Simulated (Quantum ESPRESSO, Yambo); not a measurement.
# BN (Qingsongite): one start, several treatments of the self-energy, part 2 of 2

How much does the gap of BN (Qingsongite) depend on the approximation to the self-energy?

Quantum ESPRESSO 7.5 and Yambo 5.3.0; PBE and many-body steps on it, plane waves. Known limits of the many-body steps: not at the basis limit.

So far. Step 2 (Empty states on the mesh, 10×10×10 mesh, 143 bands): On this mesh the gap is 4.535 eV. Step 4 (G0W0, Godby-Needs plasmon pole): The gap on the mesh goes from 4.53 eV to 5.99 eV, a correction of +1.46 eV.

## Step 5: One-shot COHSEX

This step: one-shot COHSEX on PBE, plane waves, norm-conserving pseudopotentials.

Input file gw4.in:

```
HF_and_locXC
gw0
dyson
cohsex
em1s
rim_cut
RandQpts= 1000000
RandGvec= 1 RL
EXXRLvcs= 72 Ry
VXCRLvcs= 288 Ry
Chimod= "HARTREE"
% BndsRnXs
 1 | 60 |
%
NGsBlkXs= 17 Ry
% LongDrXs
 1 | 1 | 1 |
%
% GbndRnge
 1 | 60 |
%
DysSolver= "n"
ExtendOut
% QPkrange
 1 | 1 | 3 | 6 |
 31 | 31 | 3 | 6 |
%
```

Started as:

```
OMP_NUM_THREADS=1 mpirun -n 8 yambo -F gw4.in -J gw4 -C gw4 > gw4.log
```

Log:

```text
 Yambo, version 5.3.0

 [02] CORE Variables Setup
 =========================

  [... cell, symmetries and grids as in the set-up ...]

  [02.05] Energies & Occupations
  ==============================

  [X] === General ===
  [X] Electronic Temperature                        :  0.000000  0.000000 [eV K]
  [X] Bosonic    Temperature                        :  0.000000  0.000000 [eV K]
  [X] Finite Temperature mode                       : no
  [X] El. density                                   :  0.67737E+24 [cm-3]
  [X] Fermi Level                                   :  11.15554 [eV]

  [X] === Gaps and Widths ===
  [X] Conduction Band Min                           :  4.534824 [eV]
  [X] Valence Band Max                              :  0.000000 [eV]
  [X] Filled Bands                                  :   4
  [X] Empty Bands                                   :    5  143
  [X] Direct Gap                                    :  8.878136 [eV]
  [X] Direct Gap localized at k                     :  1
  [X] Indirect Gap                                  :  4.534824 [eV]
  [X] Indirect Gap between kpts                     :   1  31
  [X] Last valence band width                       :  6.366837 [eV]
  [X] 1st conduction band width                     :  6.090625 [eV]

 [03] Transferred momenta grid and indexing
 ==========================================

 IBZ Q-points                                      :   47
 BZ  Q-points                                      :  1000

 K/Q-points units:
 rlu = crystal or reduced units; cc = cartesian coordinates; iku = interal k-units

 Q [ 1]         [rlu]:  0.000000  0.000000  0.000000
 Q [ 2]         [rlu]: -0.95704E-17 -0.95704E-17  0.10000
 Q [ 3]         [rlu]: -0.16719E-16 -0.16719E-16  0.20000
[...]
[xc] Functional : Perdew, Burke & Ernzerhof(X)+Perdew, Burke & Ernzerhof(C)
 [xc] LIBXC used to calculate xc functional
  PP Number of Atomic Species                      :  2
  NLCC RL compoments                               :   6615
  PP Number of Atomic Species                      :  2
  NLCC RL compoments                               :   6615

 [xc] E_xc :  -3.728768 [Ha]
      E_xc :  -7.457535 [Ry]

  Local XC kind (lXC) : Perdew, Burke & Ernzerhof(X)+Perdew, Burke & Ernzerhof(C)
  Non-Local XC kind (nlXC) : Hartree-Fock

  Corrections @ K [1] :  [eV]
 <3|nlXC|3> = -22.02077 -0.85936E-17 <3|lXC|3> = -18.51941 -0.75527E-15
 <4|nlXC|4> = -22.02078 -0.33345E-17 <4|lXC|4> = -18.51941  0.000000
 <5|nlXC|5> = -7.184726 -0.73215E-18 <5|lXC|5> = -13.77832 -0.18882E-15
[...]
Corrections @ K [31] :  [eV]
[...]
<5|nlXC|5> = -7.430741 -0.29971E-18 <5|lXC|5> = -12.57005  0.23602E-16
 <6|nlXC|6> = -6.801006 -0.27387E-18 <6|lXC|6> = -12.69606  0.28323E-15

 [08] Dyson equation: Newton solver
 ==================================

 [Newton] Sc step       :  0.100000 [eV]
 [Newton] Sc steps      :  1

  [08.01] G0W0 (COHSEX)
  =====================

  [  GW  ] Bands range     :   1   6

  QP @ state[ 1 ] K range:  1  1
  QP @ state[ 1 ] b range:   3   6
  QP @ state[ 2 ] K range:  31  31
  QP @ state[ 2 ] b range:   3   6

   Sc Empty Bands                                   : no
   Sc bands terminator                              : no
   Sx RL components                                 :   893

   QP @ state[ 1 ] K range                          :  1  1
   QP @ state[ 1 ] b range                          :   3   6
   QP @ state[ 2 ] K range                          :  31  31
   QP @ state[ 2 ] b range                          :   3   6
   GF WF`s kind                                     : Perdew, Burke & Ernzerhof(X)+Perdew, Burke & Ernzerhof(C)
   Xs energies kind                                 : Perdew, Burke & Ernzerhof(X)+Perdew, Burke & Ernzerhof(C)
   Xs WF`s kind                                     : Perdew, Burke & Ernzerhof(X)+Perdew, Burke & Ernzerhof(C)

 [11] Game Over & Game summary
```

Run time: 1.7 min. Hardware: 8 MPI ranks of Arm Neoverse V1, shared host; peak memory 2.6 GiB; 13 min of CPU time.

Numbers from this step:

```yaml
quasiparticle_gap_on_the_points_computed: 7.501 eV
starting_gap_on_the_mesh: 4.535 eV
k_of_the_valence_top: 0, 0, 0
k_of_the_conduction_bottom: 0, -0.5, -0.5
least_direct_quasiparticle_gap_on_the_computed_points: 12.23 eV
z_at_the_valence_top: 1
z_at_the_conduction_bottom: 1
```

Against G0W0 in Yambo (10×10×10 mesh, 60 bands, screening to 231.3 eV, Godby-Needs plasmon pole), the gap moves by +1.508 eV.

## Step 6: One-shot Hartree-Fock

This step: one-shot Hartree-Fock on PBE, plane waves, norm-conserving pseudopotentials.

Input file gw5.in:

```
HF_and_locXC
rim_cut
RandQpts= 1000000
RandGvec= 1 RL
EXXRLvcs= 72 Ry
VXCRLvcs= 288 Ry
% QPkrange
 1 | 1 | 3 | 6 |
 31 | 31 | 3 | 6 |
%
```

Started as:

```
OMP_NUM_THREADS=1 mpirun -n 8 yambo -F gw5.in -J gw5 -C gw5 > gw5.log
```

Log:

```text
 Yambo, version 5.3.0

 [02] CORE Variables Setup
 =========================

  [... cell, symmetries and grids as in the set-up ...]

  [02.05] Energies & Occupations
  ==============================

  [X] === General ===
  [X] Electronic Temperature                        :  0.000000  0.000000 [eV K]
  [X] Bosonic    Temperature                        :  0.000000  0.000000 [eV K]
  [X] Finite Temperature mode                       : no
  [X] El. density                                   :  0.67737E+24 [cm-3]
[...]
[xc] E_xc :  -3.728768 [Ha]
      E_xc :  -7.457535 [Ry]

  Local XC kind (lXC) : Perdew, Burke & Ernzerhof(X)+Perdew, Burke & Ernzerhof(C)
  Non-Local XC kind (nlXC) : Hartree-Fock

  Corrections @ K [1] :  [eV]
 <3|nlXC|3> = -22.02077 -0.85937E-17 <3|lXC|3> = -18.51941 -0.11329E-14
 <4|nlXC|4> = -22.02078 -0.33346E-17 <4|lXC|4> = -18.51941 -0.94408E-16
 <5|nlXC|5> = -7.184726 -0.73214E-18 <5|lXC|5> = -13.77832  0.94408E-16
[...]
Corrections @ K [31] :  [eV]
[...]
<5|nlXC|5> = -7.430741 -0.29971E-18 <5|lXC|5> = -12.57005  0.35403E-16
 <6|nlXC|6> = -6.801006 -0.27388E-18 <6|lXC|6> = -12.69606  0.18882E-15

 [08] Game Over & Game summary
```

The job ended after 4 s (8 MPI ranks; peak memory 2.5 GiB).

This step gave:

```yaml
quasiparticle_gap_on_the_mesh: 13.18 eV
starting_gap_on_the_mesh: 4.535 eV
k_of_the_valence_top: 0, 0, 0
k_of_the_conduction_bottom: 0, -0.5, -0.5
least_direct_quasiparticle_gap_on_the_computed_points: 18.97 eV
```

Against G0W0 in Yambo (10×10×10 mesh, 60 bands, screening to 231.3 eV, Godby-Needs plasmon pole), the gap moves by +7.183 eV.

## Step 7: Side by side

Times are wall times on 8 MPI ranks of Arm Neoverse V1, shared host, good to a factor of about two.

| run | mesh | bands | screening cutoff (eV) | DFT gap (eV) | gap on the mesh (eV) | direct (eV) | time |
| --- | --- | --- | --- | --- | --- | --- | --- |
| G0W0, Godby-Needs plasmon pole | 10×10×10 | 60 | 231.3 | 4.535 | 5.993 | 10.922 | 2.9 min |
| one-shot COHSEX | 10×10×10 | 60 | 231.3 | 4.535 | 7.501 | 12.229 | 1.7 min |
| one-shot Hartree-Fock | 10×10×10 | - | - | 4.535 | 13.175 | 18.973 | 4 s |

## Step 8: Outcome

```yaml
g0w0_godby_needs_plasmon_pole: 5.993 eV
one_shot_cohsex: 7.501 eV
one_shot_hartree_fock: 13.175 eV
known_limits: not at the basis limit
```

What this shows: One-shot COHSEX: +1.508 eV against G0W0, Godby-Needs plasmon pole. One-shot Hartree-Fock: +7.183 eV against G0W0, Godby-Needs plasmon pole. Bare exchange alone opens the gap to 13.18 eV; against G0W0, correlation takes back 7.18 eV. Static COHSEX lies above G0W0: it lacks the factor Z and overstates the Coulomb hole of the filled states. Bands and cutoff are finite, so the gap is not at the basis limit. The miss can reach some tenths of an eV and take either sign; the mesh is an error of its own.

[Paths, hosts, dates, memory and timing lines, banners, echoed tables and standing remarks are left out of the program output.]

[Logs are printed without paths, hosts, clocks, repeated set-up lines and the standing remarks that a program may print on its own settings, such as how far it seeks lower states.]

[Runs of the session that timed out or met a known fault of the program may be left out.]

[Hosts, paths, dates, database ids (printed as entryN), source tags and the programs' standing remarks are cut or masked in the printed files.]
